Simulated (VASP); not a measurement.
# SiC (P6_3mc) in VASP: further runs, part 2 of 2

VASP 6.6.1. Earlier steps stand in the parts before.

## Step 3: Relaxation of cell and atoms, PBEsol

This run uses another cell than the first one, of 10.34 Å³/atom, 0.986 times its volume.

INCAR reads:

```
SYSTEM = SiC
PREC     = Accurate       ! precision mode
ENCUT    = 600            ! plane-wave cutoff, eV
EDIFF    = 1E-7           ! SCF threshold, eV
ISMEAR   = 0              ! smearing method
SIGMA    = 0.03           ! smearing width, eV
LREAL    = .FALSE.        ! projectors in reciprocal space
LASPH    = .TRUE.         ! aspherical terms in the spheres
NELM     = 80             ! most SCF steps
ALGO     = Normal         ! electronic algorithm
ISIF     = 3              ! what is computed and relaxed
LWAVE    = .FALSE.        ! write WAVECAR
LCHARG   = .FALSE.        ! write CHGCAR
GGA      = PS             ! functional
IBRION   = 2              ! ionic algorithm
NSW      = 90             ! ionic steps
EDIFFG   = -0.005         ! ionic threshold
KPAR     = 4
```

KPOINTS reads:

```
Automatic mesh
0
G
  12 12 2
  0 0 0
```

POSCAR reads:

```
SiC                                     
1.0
    3.0798348540      0.0000000000     -0.0000000000
   -1.5399174270      2.6672152183      0.0000000000
    0.0000000000      0.0000000000     15.1116731387
  Si              C             
     6     6
Direct
     0.0000000000000000    0.0000000000000000    0.1250363669783649
     0.0000000000000000    0.0000000000000000    0.6250363669783648
     0.3333333300000021    0.6666666699999979    0.2918190985855690
     0.6666666699999979    0.3333333300000021    0.7918190985855692
     0.3333333300000021    0.6666666699999979    0.9583117383836308
     0.6666666699999979    0.3333333300000021    0.4583117383836307
     0.0000000000000000    0.0000000000000000    0.9996886894007763
     0.0000000000000000    0.0000000000000000    0.4996886894007764
     0.3333333300000021    0.6666666699999979    0.1668269790881024
     0.6666666699999979    0.3333333300000021    0.6668269790881024
     0.3333333300000021    0.6666666699999979    0.8333171275635565
     0.6666666699999979    0.3333333300000021    0.3333171275635565
```

Potentials or basis: VASP PAW PBE potentials, release 64 (Si, C).

The run is started by

```bash
$ cat potpaw_PBE.64/Si/POTCAR potpaw_PBE.64/C/POTCAR > POTCAR
$ mpirun -np 4 vasp_std > vasp.out
```

OUTCAR:

```text
SYSTEM = SiC
   PREC = Accurate
   ENCUT = 600
   EDIFF = 1E-7
   ISMEAR = 0
   LREAL = .FALSE.
   LASPH = .TRUE.
   NELM = 80
   ISIF = 3
   GGA = PS
   IBRION = 2
   NSW = 90
   EDIFFG = -0.005

 ion  position               nearest neighbor table
   1  0.000  0.000  0.125-   9 1.89   9 1.89   9 1.89   7 1.89   5 3.08   5 3.08   5 3.08   3 3.08
                             3 3.08   3 3.08
   2  0.000  0.000  0.625-  10 1.89  10 1.89  10 1.89   8 1.89   6 3.08   6 3.08   6 3.08   4 3.08
                             4 3.08   4 3.08
   3  0.333  0.667  0.292-  12 1.89  12 1.89  12 1.89   9 1.89   6 3.08   6 3.08   6 3.08   1 3.08
                             1 3.08   1 3.08
   4  0.667  0.333  0.792-  11 1.89  11 1.89  11 1.89  10 1.89   5 3.08   5 3.08   5 3.08   2 3.08
                             2 3.08   2 3.08
   5  0.333  0.667  0.958-   7 1.88   7 1.88   7 1.88  11 1.89   4 3.08   4 3.08   4 3.08   1 3.08
                             1 3.08   1 3.08
   6  0.667  0.333  0.458-   8 1.88   8 1.88   8 1.88  12 1.89   3 3.08   3 3.08   3 3.08   2 3.08
                             2 3.08   2 3.08
   7  0.000  0.000  1.000-   5 1.88   5 1.88   5 1.88   1 1.89
   8  0.000  0.000  0.500-   6 1.88   6 1.88   6 1.88   2 1.89
   9  0.333  0.667  0.167-   1 1.89   1 1.89   1 1.89   3 1.89
  10  0.667  0.333  0.667-   2 1.89   2 1.89   2 1.89   4 1.89
  11  0.333  0.667  0.833-   4 1.89   4 1.89   4 1.89   5 1.89
  12  0.667  0.333  0.333-   3 1.89   3 1.89   3 1.89   6 1.89

  LATTYP: Found a hexagonal cell.
 ALAT       =     3.0798348540
 C/A-ratio  =     4.9066504716

  Lattice vectors:

 A1 = (   3.0798348540,   0.0000000000,   0.0000000000)
 A2 = (  -1.5399174270,   2.6672152183,   0.0000000000)
 A3 = (   0.0000000000,   0.0000000000,  15.1116731387)

Analysis of symmetry for initial positions (statically):
=====================================================================
 Subroutine PRICEL returns:
 Original cell was already a primitive cell.

 Routine SETGRP: Setting up the symmetry group for a
[... 176 lines left out ...]
  energy-cutoff  :      600.00
  volume of cell :      124.14
 maximum number of plane-waves:      4176
 NGX is ok and might be reduce to    28
   NGX = 13   NGY = 13   NGZ = 61

 number of electron      47.9999999 magnetization

 Free energy of the ion-electron system (eV)
  ---------------------------------------------------
  ext. energy  EPLUGINS =         0.00000000
  ---------------------------------------------------
  free energy    TOTEN  =       -95.51211017 eV

  energy without entropy =      -95.51211017  energy(sigma->0) =      -95.51211017

 E-fermi :   8.2619     XC(G=0): -11.5036

 val. band max:        8.1025979891   @ k =   0.0000   0.0000   0.0000
 cond. band min:      10.0149610778   @ k =   0.5000   0.0000   0.0000
 fundamental gap:      1.9123630887
 Fermi energy:         8.2619301058

 k-point     1 :       0.0000    0.0000    0.0000
  band No.  band energies     occupation
      1      -7.3750      2.00000
      2      -6.8510      2.00000
      3      -6.8156      2.00000
      4      -5.3109      2.00000
      5      -5.2828      2.00000
      6      -3.7705      2.00000
[... 805 lines left out ...]
     30      13.3181      0.00000
     31      14.1115      0.00000

 [... further k-points ...]

------------------------ aborting loop because EDIFF is reached ----------------------------------------

  FORCE on cell =-STRESS in cart. coord.  units (eV):
  Direction    XX          YY          ZZ          XY          YZ          ZX
  --------------------------------------------------------------------------------------
  -------------------------------------------------------------------------------------
  Total        0.0090700      0.0090700      0.0049933      0.0000000      0.0000000      0.0000000
  in kB        0.1170636      0.1170636      0.0644460      0.0000000      0.0000000      0.0000000
  external PRESSURE =       0.0995244 kB  Pullay stress =       0.0000000 kB

 VOLUME and BASIS-vectors are now :
 -----------------------------------------------------------------------------
  energy-cutoff  :      600.00
  volume of cell :      124.14
      direct lattice vectors                 reciprocal lattice vectors
     3.079834854  0.000000000  0.000000000     0.324692734  0.187461438  0.000000000
    -1.539917427  2.667215218  0.000000000     0.000000000  0.374922876  0.000000000
     0.000000000  0.000000000 15.111673139     0.000000000  0.000000000  0.066174009

 POSITION                                       TOTAL-FORCE (eV/Angst)
 -----------------------------------------------------------------------------------
      0.00000      0.00000      1.88951         0.000000      0.000000      0.000314
      0.00000      0.00000      9.44535         0.000000     -0.000000      0.000314
     -0.00000      1.77814      4.40987         0.000000     -0.000000     -0.000493
      1.53992      0.88907     11.96571        -0.000000      0.000000     -0.000493
     -0.00000      1.77814     14.48169         0.000000     -0.000000      0.000077
      1.53992      0.88907      6.92586        -0.000000      0.000000      0.000077
      0.00000      0.00000     15.10697         0.000000      0.000000     -0.000807
      0.00000      0.00000      7.55113         0.000000     -0.000000     -0.000807
     -0.00000      1.77814      2.52103        -0.000000     -0.000000      0.000397
      1.53992      0.88907     10.07687         0.000000     -0.000000      0.000397
     -0.00000      1.77814     12.59282         0.000000     -0.000000      0.000512
      1.53992      0.88907      5.03698        -0.000000      0.000000      0.000512
 -----------------------------------------------------------------------------------
    total drift:                                0.000000      0.000000      0.000120

  FREE ENERGIE OF THE ION-ELECTRON SYSTEM (eV)
  ---------------------------------------------------
  free  energy   TOTEN  =       -95.5121101689 eV

  energy  without entropy=      -95.5121101689  energy(sigma->0) =      -95.51211017

 reached required accuracy - stopping structural energy minimisation
```

CONTCAR:

```text
SiC
   1.00000000000000
     3.0798348540000000    0.0000000000000000    0.0000000000000000
    -1.5399174270000000    2.6672152183000000    0.0000000000000000
     0.0000000000000000    0.0000000000000000   15.1116731387000005
  Si              C
     6     6
Direct
     0.0000000000000000    0.0000000000000000    0.1250363669783638
     0.0000000000000000    0.0000000000000000    0.6250363669783638
     0.3333333300000021    0.6666666699999979    0.2918190985855702
     0.6666666699999979    0.3333333300000021    0.7918190985855702
     0.3333333300000021    0.6666666699999979    0.9583117383836282
     0.6666666699999979    0.3333333300000021    0.4583117383836282
     0.0000000000000000    0.0000000000000000    0.9996886894007773
     0.0000000000000000    0.0000000000000000    0.4996886894007773
     0.3333333300000021    0.6666666699999979    0.1668269790880998
     0.6666666699999979    0.3333333300000021    0.6668269790880998
     0.3333333300000021    0.6666666699999979    0.8333171275635536
     0.6666666699999979    0.3333333300000021    0.3333171275635536

  0.00000000E+00  0.00000000E+00  0.00000000E+00
  0.00000000E+00  0.00000000E+00  0.00000000E+00
  0.00000000E+00  0.00000000E+00  0.00000000E+00
  0.00000000E+00  0.00000000E+00  0.00000000E+00
  0.00000000E+00  0.00000000E+00  0.00000000E+00
  0.00000000E+00  0.00000000E+00  0.00000000E+00
  0.00000000E+00  0.00000000E+00  0.00000000E+00
  0.00000000E+00  0.00000000E+00  0.00000000E+00
  0.00000000E+00  0.00000000E+00  0.00000000E+00
  0.00000000E+00  0.00000000E+00  0.00000000E+00
  0.00000000E+00  0.00000000E+00  0.00000000E+00
  0.00000000E+00  0.00000000E+00  0.00000000E+00
```

Wall time 35 s (4 MPI ranks of Intel Xeon 6975P-C (Granite Rapids), shared host); peak memory 0.36 GiB.

Results:

```
Free energy             : -95.5121 eV
Pressure after relaxing : 0.0 GPa
Band gap on the k mesh  : 1.91 eV, indirect (least direct gap 3.02 eV)
```

Final structure:
```
Si C
1.0
     3.07983    0.00000    0.00000
    -1.53992    2.66722    0.00000
     0.00000    0.00000   15.11167
Si C
6 6
Direct
  0.00000 0.00000 0.12504
  0.00000 0.00000 0.62504
  0.33333 0.66667 0.29182
  0.66667 0.33333 0.79182
  0.33333 0.66667 0.95831
  0.66667 0.33333 0.45831
  0.00000 0.00000 0.99969
  0.00000 0.00000 0.49969
  0.33333 0.66667 0.16683
  0.66667 0.33333 0.66683
  0.33333 0.66667 0.83332
  0.66667 0.33333 0.33332
```

Levels at points of the mesh, in eV from the valence-band top:
```
           k point  band 22  band 23  band 24  band 25  band 26  band 27
(0.00, 0.00, 0.00)    -0.04     0.00     0.00     5.12     5.29     5.70
(0.50, 0.00, 0.00)    -1.80    -1.68    -1.10     1.91     2.10     3.10
(0.00, 0.00, 0.50)    -0.10    -0.10    -0.10     5.18     5.18     5.93
(0.50, 0.00, 0.50)    -1.73    -1.31    -1.31     1.95     1.95     3.32
```

Caveat: the relaxation stopped at its first step, so nothing moved; the PAW data sets were made with another functional, which shifts forces and pressure a little. A k mesh can miss the band edges.
